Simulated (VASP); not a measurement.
# Ni in VASP: further runs, part 2 of 2

VASP 6.6.1. The steps go on from the part before.

**3. Work function, LDA, collinear spin, ferromagnetic start**

Input file INCAR:

```
ALGO     = Fast           # electronic algorithm
EDIFF    = 1E-7           # SCF threshold, eV
ENCUT    = 520            # plane-wave cutoff, eV
GGA      = CA             # functional
ISIF     = 2              # what is computed and relaxed
ISMEAR   = 0              # smearing method
ISPIN    = 2              # spin polarisation
LASPH    = T              # aspherical terms in the spheres
LCHARG   = T              # write CHGCAR
LELF     = T              # ELF
LMAXMIX  = 4              # l up to which the mixer works
LORBIT   = 11             # projections on sites
LREAL    = F              # projectors in reciprocal space
LVACPOTAV= T            
LVHAR    = T            
LWAVE    = F              # write WAVECAR
MAGMOM   = 1 1 1 1 1 1 1 1 1 # initial moments
NELM     = 100            # most SCF steps
PREC     = Accurate       # precision mode
SIGMA    = 0.1            # smearing width, eV
```

Input file KPOINTS:

```
k-points
0
Gamma
  12 8 1
```

Input file POSCAR:

```
Ni
1.0
    3.5240000000      0.0000000000      0.0000000000
    0.0000000000      2.4918442969      0.0000000000
    0.0000000000      0.0000000000     23.9673771876
Ni
9
Direct
    0.0000000000      0.0000000000      0.2920636641
    0.5000000000      0.5000000000      0.3440477481
    0.0000000000      0.0000000000      0.3960318320
    0.5000000000      0.5000000000      0.4480159160
    0.0000000000      0.0000000000      0.5000000000
    0.5000000000      0.5000000000      0.5519840840
    0.0000000000      0.0000000000      0.6039681680
    0.5000000000      0.5000000000      0.6559522519
    0.0000000000      0.0000000000      0.7079363359
```

Potentials or basis: VASP PAW LDA potentials, release 64 (Ni).

Command:

```sh
$ cat potpaw_LDA.64/Ni/POTCAR > POTCAR
$ mpirun -np 1 vasp_std > vasp.out
```

OUTCAR:

```text
EDIFF = 1E-7
   ENCUT = 520
   GGA = CA
   ISIF = 2
   ISMEAR = 0
   ISPIN = 2
   LASPH = T
   LORBIT = 11
   LREAL = F
   NELM = 100
   PREC = Accurate

 ion  position               nearest neighbor table
   1  0.000  0.000  0.292-   3 2.49   2 2.49   2 2.49   2 2.49   2 2.49
   2  0.500  0.500  0.344-   4 2.49   3 2.49   3 2.49   3 2.49   3 2.49   1 2.49   1 2.49   1 2.49
                             1 2.49
   3  0.000  0.000  0.396-   1 2.49   2 2.49   2 2.49   2 2.49   2 2.49   4 2.49   4 2.49   4 2.49
                             4 2.49   5 2.49
   4  0.500  0.500  0.448-   2 2.49   5 2.49   5 2.49   5 2.49   5 2.49   3 2.49   3 2.49   3 2.49
                             3 2.49   6 2.49
   5  0.000  0.000  0.500-   4 2.49   6 2.49   4 2.49   6 2.49   4 2.49   6 2.49   4 2.49   6 2.49
                             3 2.49   7 2.49
   6  0.500  0.500  0.552-   8 2.49   5 2.49   5 2.49   5 2.49   5 2.49   7 2.49   7 2.49   7 2.49
                             7 2.49   4 2.49
   7  0.000  0.000  0.604-   9 2.49   8 2.49   8 2.49   8 2.49   8 2.49   6 2.49   6 2.49   6 2.49
                             6 2.49   5 2.49
   8  0.500  0.500  0.656-   6 2.49   7 2.49   7 2.49   7 2.49   7 2.49   9 2.49   9 2.49   9 2.49
                             9 2.49
   9  0.000  0.000  0.708-   7 2.49   8 2.49   8 2.49   8 2.49   8 2.49

  LATTYP: Found a simple orthorhombic cell.
 ALAT       =     2.4918442969
 B/A-ratio  =     1.4142135624
 C/A-ratio  =     9.6183285679

  Lattice vectors:

 A1 = (   0.0000000000,  -2.4918442969,   0.0000000000)
 A2 = (   3.5240000000,   0.0000000000,   0.0000000000)
 A3 = (   0.0000000000,   0.0000000000,  23.9673771876)

Analysis of symmetry for initial positions (statically):
=====================================================================
 Subroutine PRICEL returns:
 Original cell was already a primitive cell.

 Routine SETGRP: Setting up the symmetry group for a
 simple orthorhombic supercell.

[... 1652 lines left out ...]
      1      -6.9819      1.00000
      2      -6.1602      1.00000
      3      -4.9261      1.00000
      4      -3.4941      1.00000
      5      -2.4262      1.00000
      6      -2.1895      1.00000
[... 1429 lines left out ...]
     56       8.4307      0.00000
     57       8.5561      0.00000

 [... further k-points ...]

 [bands above 57 left out]

------------------------ aborting loop because EDIFF is reached ----------------------------------------

  FORCE on cell =-STRESS in cart. coord.  units (eV):
  Direction    XX          YY          ZZ          XY          YZ          ZX
  --------------------------------------------------------------------------------------
  -------------------------------------------------------------------------------------
  Total      -13.3864391    -13.2999384    -11.2500428      0.0000000      0.0000000      0.0000000
  in kB     -101.9056670   -101.2471718    -85.6421270      0.0000000      0.0000000      0.0000000
  external PRESSURE =     -96.2649886 kB  Pullay stress =       0.0000000 kB

 VOLUME and BASIS-vectors are now :
 -----------------------------------------------------------------------------
  energy-cutoff  :      520.00
  volume of cell :      210.46
      direct lattice vectors                 reciprocal lattice vectors
     3.524000000  0.000000000  0.000000000     0.283768445  0.000000000  0.000000000
     0.000000000  2.491844297  0.000000000     0.000000000  0.401309183  0.000000000
     0.000000000  0.000000000 23.967377188     0.000000000  0.000000000  0.041723381

 POSITION                                       TOTAL-FORCE (eV/Angst)
 -----------------------------------------------------------------------------------
      0.00000      0.00000      7.00000         0.000000     -0.000000      1.396159
      1.76200      1.24592      8.24592         0.000000     -0.000000     -0.280210
      0.00000      0.00000      9.49184         0.000000     -0.000000     -0.154257
      1.76200      1.24592     10.73777         0.000000      0.000000      0.076903
      0.00000      0.00000     11.98369         0.000000     -0.000000      0.000000
      1.76200      1.24592     13.22961         0.000000     -0.000000     -0.076903
      0.00000      0.00000     14.47553         0.000000     -0.000000      0.154257
      1.76200      1.24592     15.72146         0.000000     -0.000000      0.280210
      0.00000      0.00000     16.96738         0.000000     -0.000000     -1.396159
 -----------------------------------------------------------------------------------
    total drift:                                0.000000      0.000000      0.000000

  FREE ENERGIE OF THE ION-ELECTRON SYSTEM (eV)
  ---------------------------------------------------
  free  energy   TOTEN  =       -55.3895202052 eV

  energy  without entropy=      -55.2929678152  energy(sigma->0) =      -55.34124401

 total charge

# of ion       s       p       d       tot
------------------------------------------
    1        0.460   0.287   8.335   9.083
    2        0.492   0.460   8.308   9.260
    3        0.495   0.487   8.325   9.306
    4        0.496   0.488   8.327   9.311
    5        0.497   0.491   8.322   9.310
    6        0.496   0.488   8.327   9.311
    7        0.495   0.487   8.325   9.306
    8        0.492   0.460   8.308   9.260
    9        0.460   0.287   8.335   9.083
--------------------------------------------------
tot          4.383   3.935  74.913  83.231

 magnetization (x)

# of ion       s       p       d       tot
------------------------------------------
    1       -0.001  -0.011   0.750   0.738
    2       -0.005  -0.018   0.678   0.654
    3       -0.005  -0.018   0.640   0.617
    4       -0.005  -0.018   0.645   0.622
    5       -0.005  -0.018   0.626   0.602
    6       -0.005  -0.018   0.645   0.622
    7       -0.005  -0.018   0.640   0.617
    8       -0.005  -0.018   0.678   0.654
    9       -0.001  -0.011   0.750   0.738
--------------------------------------------------
tot         -0.036  -0.150   6.051   5.864
```

Run time: 45 min. Hardware: 1 thread of Intel Xeon Platinum 8259CL at 2.50GHz (Skylake/Cascade Lake), shared host; peak memory 0.65 GiB.

What came out:

```yaml
Free_energy: -55.3895 eV
Largest_force: 1.396 eV/Å
Band_gap_on_the_k_mesh: none (metal or under the smearing width)
Net_moment: 5.81 μB per cell
Site_moments: Ni +0.74, +0.65, +0.62, +0.60 μB
Valence_electrons_inside_the_program's_atomic_spheres: Ni 9.08, 9.26, 9.31
```

Forces in eV/Å, atoms in the order of the input:
```
Ni   0.000  0.000  1.396
Ni   0.000  0.000 -0.280
Ni   0.000  0.000 -0.154
Ni   0.000  0.000  0.077
Ni   0.000  0.000  0.000
Ni   0.000  0.000 -0.077
Ni   0.000  0.000  0.154
Ni   0.000  0.000  0.280
Ni   0.000  0.000 -1.396
```

Levels at points of the mesh, in eV from the Fermi level:
Spin up:
| k point | band 44 | band 45 | band 46 | band 47 | band 48 | band 49 | band 50 | band 51 | band 52 | band 53 |
| --- | --- | --- | --- | --- | --- | --- | --- | --- | --- | --- |
| (0.00, 0.00, 0.00) | -0.67 | -0.63 | -0.55 | -0.52 | -0.47 | -0.39 | -0.05 | 1.17 | 2.78 | 3.05 |
| (0.50, 0.00, 0.00) | -0.62 | -0.60 | -0.56 | -0.53 | -0.51 | -0.49 | -0.48 | -0.31 | -0.20 | 0.09 |
| (0.00, 0.50, 0.00) | -0.42 | -0.39 | 1.09 | 1.11 | 1.30 | 1.36 | 1.70 | 1.73 | 2.17 | 2.28 |
| (0.50, 0.50, 0.00) | -0.44 | -0.43 | 0.52 | 0.64 | 1.94 | 2.14 | 3.58 | 3.91 | 5.34 | 5.72 |
Spin down:
```
           k point  band 40  band 41  band 42  band 43  band 44  band 45  band 46  band 47
(0.00, 0.00, 0.00)    -0.44    -0.27    -0.16    -0.14    -0.01     0.10     0.11     0.14
(0.50, 0.00, 0.00)    -0.11    -0.10    -0.07     0.05     0.05     0.05     0.11     0.14
(0.00, 0.50, 0.00)     0.12     0.16     0.20     0.29     0.30     0.32     1.60     1.62
(0.50, 0.50, 0.00)     0.14     0.17     0.21     0.24     0.28     0.31     0.70     0.88
```

**4. Work function, PBEsol, collinear spin, ferromagnetic start**

INCAR, as its differences from that of step 3:

```diff
@@ -3,3 +3,3 @@
 ENCUT    = 520            # plane-wave cutoff, eV
-GGA      = CA             # functional
+GGA      = PS             # functional
 ISIF     = 2              # what is computed and relaxed
```

KPOINTS is that of step 3.

POSCAR is that of step 3.

Potentials or basis: VASP PAW PBE potentials, release 64 (Ni).

Command:

```sh
$ cat potpaw_PBE.64/Ni/POTCAR > POTCAR
$ mpirun -np 1 vasp_std > vasp.out
```

OUTCAR:

```text
EDIFF = 1E-7
   ENCUT = 520
   GGA = PS
   ISIF = 2
   ISMEAR = 0
   ISPIN = 2
   LASPH = T
   LORBIT = 11
   LREAL = F
   NELM = 100
   PREC = Accurate

 ion  position               nearest neighbor table
   1  0.000  0.000  0.292-   3 2.49   2 2.49   2 2.49   2 2.49   2 2.49
   2  0.500  0.500  0.344-   4 2.49   3 2.49   3 2.49   3 2.49   3 2.49   1 2.49   1 2.49   1 2.49
                             1 2.49
   3  0.000  0.000  0.396-   1 2.49   2 2.49   2 2.49   2 2.49   2 2.49   4 2.49   4 2.49   4 2.49
                             4 2.49   5 2.49
   4  0.500  0.500  0.448-   2 2.49   5 2.49   5 2.49   5 2.49   5 2.49   3 2.49   3 2.49   3 2.49
                             3 2.49   6 2.49
   5  0.000  0.000  0.500-   4 2.49   6 2.49   4 2.49   6 2.49   4 2.49   6 2.49   4 2.49   6 2.49
                             3 2.49   7 2.49
   6  0.500  0.500  0.552-   8 2.49   5 2.49   5 2.49   5 2.49   5 2.49   7 2.49   7 2.49   7 2.49
                             7 2.49   4 2.49
   7  0.000  0.000  0.604-   9 2.49   8 2.49   8 2.49   8 2.49   8 2.49   6 2.49   6 2.49   6 2.49
                             6 2.49   5 2.49
   8  0.500  0.500  0.656-   6 2.49   7 2.49   7 2.49   7 2.49   7 2.49   9 2.49   9 2.49   9 2.49
                             9 2.49
[... 3130 lines left out ...]
     3.524000000  0.000000000  0.000000000     0.283768445  0.000000000  0.000000000
     0.000000000  2.491844297  0.000000000     0.000000000  0.401309183  0.000000000
     0.000000000  0.000000000 23.967377188     0.000000000  0.000000000  0.041723381

 POSITION                                       TOTAL-FORCE (eV/Angst)
 -----------------------------------------------------------------------------------
      0.00000      0.00000      7.00000         0.000000      0.000000      1.070739
      1.76200      1.24592      8.24592         0.000000      0.000000     -0.352737
      0.00000      0.00000      9.49184         0.000000      0.000000     -0.182593
      1.76200      1.24592     10.73777         0.000000     -0.000000      0.087982
      0.00000      0.00000     11.98369         0.000000      0.000000      0.000000
      1.76200      1.24592     13.22961         0.000000      0.000000     -0.087982
      0.00000      0.00000     14.47553         0.000000      0.000000      0.182593
      1.76200      1.24592     15.72146         0.000000      0.000000      0.352737
      0.00000      0.00000     16.96738         0.000000      0.000000     -1.070739
 -----------------------------------------------------------------------------------
    total drift:                                0.000000      0.000000      0.000000

  FREE ENERGIE OF THE ION-ELECTRON SYSTEM (eV)
  ---------------------------------------------------
  free  energy   TOTEN  =       -51.9966050778 eV

  energy  without entropy=      -51.9036071154  energy(sigma->0) =      -51.95010610

 total charge

# of ion       s       p       d       tot
------------------------------------------
    1        0.461   0.293   8.317   9.071
    2        0.492   0.467   8.292   9.252
    3        0.496   0.494   8.309   9.299
    4        0.497   0.496   8.310   9.303
    5        0.498   0.498   8.307   9.302
    6        0.497   0.496   8.310   9.303
    7        0.496   0.494   8.309   9.299
    8        0.492   0.467   8.292   9.252
    9        0.461   0.293   8.317   9.071
--------------------------------------------------
tot          4.392   3.996  74.765  83.153

 magnetization (x)

# of ion       s       p       d       tot
------------------------------------------
    1       -0.000  -0.014   0.789   0.775
    2       -0.006  -0.024   0.711   0.681
    3       -0.007  -0.024   0.684   0.653
    4       -0.006  -0.024   0.679   0.649
    5       -0.006  -0.024   0.670   0.640
    6       -0.006  -0.024   0.679   0.649
    7       -0.007  -0.024   0.684   0.653
    8       -0.006  -0.024   0.711   0.681
    9       -0.000  -0.014   0.789   0.775
--------------------------------------------------
tot         -0.045  -0.196   6.396   6.155
```

OSZICAR:

```text
N       E                     dE             d eps       ncg     rms          rms(c)
DAV:   1     0.683635869577E+03    0.68364E+03   -0.40337E+04  8260   0.180E+03
DAV:   2     0.488443581735E+00   -0.68315E+03   -0.65391E+03  8260   0.375E+02
DAV:   3    -0.608189927540E+02   -0.61307E+02   -0.55687E+02  8605   0.154E+02
[... 34 lines left out ...]
RMM:  38    -0.519966013427E+02   -0.29379E-05   -0.38696E-08  5333   0.740E-04    0.505E-04
RMM:  39    -0.519966035628E+02   -0.22200E-05   -0.28706E-08  4906   0.568E-04    0.501E-04
RMM:  40    -0.519966044465E+02   -0.88369E-06   -0.15548E-08  4070   0.415E-04    0.354E-04
RMM:  41    -0.519966048669E+02   -0.42047E-06   -0.83625E-09  3004   0.321E-04    0.206E-04
RMM:  42    -0.519966050343E+02   -0.16737E-06   -0.38446E-09  2358   0.281E-04    0.108E-04
RMM:  43    -0.519966050778E+02   -0.43467E-07   -0.20227E-09  1911   0.256E-04
   1 F= -.51996605E+02 E0= -.51950106E+02  d E =-.929980E-01  mag=     6.0640
```

It took 43 min on 1 thread of Intel Xeon Platinum 8259CL at 2.50GHz (Skylake/Cascade Lake), shared host; peak memory 0.76 GiB.

What came out:

- Free energy: -51.9966 eV
- Largest force: 1.071 eV/Å
- Band gap on the k mesh: none (metal or under the smearing width)
- Net moment: 6.06 μB per cell
- Site moments: Ni +0.78, +0.68, +0.65, +0.64 μB
- Valence electrons inside the program's atomic spheres: Ni 9.07, 9.25, 9.30

Forces in eV/Å, atoms in the order of the input:
```
Ni   0.000  0.000  1.071
Ni   0.000  0.000 -0.353
Ni   0.000  0.000 -0.183
Ni   0.000  0.000  0.088
Ni   0.000  0.000  0.000
Ni   0.000  0.000 -0.088
Ni   0.000  0.000  0.183
Ni   0.000  0.000  0.353
Ni   0.000  0.000 -1.071
```

Caveat: the PAW data sets were made with another functional, which shifts forces and pressure a little.

**5. Overview**

```tsv
level	potentials or basis	gap on the mesh (eV)	moment (μB)	largest force (eV/Å)
PBE	VASP PAW PBE potentials, release 64 (Ni)	none	6.06	0.67
LDA	VASP PAW LDA potentials, release 64 (Ni)	none	5.81	1.40
PBEsol	VASP PAW PBE potentials, release 64 (Ni)	none	6.06	1.07
```

Alike in all rows: task work function; spin collinear, ferromagnetic start; cell as given; k mesh 12 × 8 × 1; cutoff (eV) 520; smearing gaussian 0.1 eV.

Caveats: the PAW data sets were made with another functional, which shifts forces and pressure a little (some runs).

Total energies depend on the potentials used, so only differences within one code and one set of settings carry meaning.
